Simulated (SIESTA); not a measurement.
Si2Mo:

```
Mo Si
1.0
    -1.60000    1.60000    3.93050
     1.60000   -1.60000    3.93050
     1.60000    1.60000   -3.93050
Mo Si
1 2
Direct
  0.00000 0.00000 0.00000
  0.66700 0.66700 0.00000
  0.33300 0.33300 0.00000
```

Base run:

```yaml
Program: SIESTA 5.4.2
Functional: PBEsol
Potentials_or_basis: PseudoDojo 0.4 standard (PBEsol files)
Basis: DZP (energy shift 0.003 Ry; two zetas on semicore shells)
Grid_cutoff: 800 Ry
Energy_shift: 0.003 Ry
k_mesh: 12 × 12 × 12
Occupations: fermi-dirac, width 0.05 eV
Spin: no spin polarisation
```

Its results: band gap on the k mesh none (metal or under the smearing width); pressure -1.3 GPa; largest force 0.285 eV/Å.

Problem. The run is repeated on the same cell with these changes: functional from PBEsol to LDA; potentials or basis from PseudoDojo 0.4 standard (PBEsol files) to PseudoDojo 0.4 standard (LDA files). What comes out?

Solution. Band gap on the k mesh none (metal or under the smearing width); pressure -4.9 GPa; largest force 0.338 eV/Å.

Caveats: the basis of atomic orbitals isn't converged, which shifts pressures, moduli and gaps.
